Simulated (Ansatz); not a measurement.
Space group P6/mmm (No. 191). a = 4.580 Å, b = 4.580 Å, c = 2.831 Å, α = 90.00°, β = 90.00°, γ = 120.00°
```
atom site symmetry x y z
  Ti    1a     6/mmm  0.0000  0.0000  0.0000
  Ti    2d      -6m2  0.3333  0.6667  0.5000
```

Equation of state of this Ti structure (not necessarily the ground state), with shape and atoms relaxed at each volume where symmetry leaves them free. It has no gap at any of these volumes. The calculation used DFT PBE, scalar-relativistic, plane waves, PAW (Ansatz 0.2.0).

Settings: cutoff 420 eV, Γ-centred mesh 12×12×14 on the computed 3-atom cell, Gaussian smearing of 0.10 eV; no spin polarisation.

```tsv
V (Å³/atom)	E − E(largest V) (meV/atom)	P (GPa)
15.086	53.34	17.97
15.601	4.57	12.51
16.115	-27.81	7.76
16.629	-45.92	3.62
17.144	-51.62	0.01
17.658	-46.50	-3.13
18.172	-31.96	-5.87
18.858	0.00	-8.97
```

Question: Fit a third-order Birch–Murnaghan equation to E(V).

Answer: V0 = 17.15 Å³/atom, B0 = 112 GPa, B0' = 3.6.

This form isn't the element's structure at ambient conditions.

Cost: 8 runs of about 4.2 core-minutes in all, on Arm Neoverse V1 (shared hosts).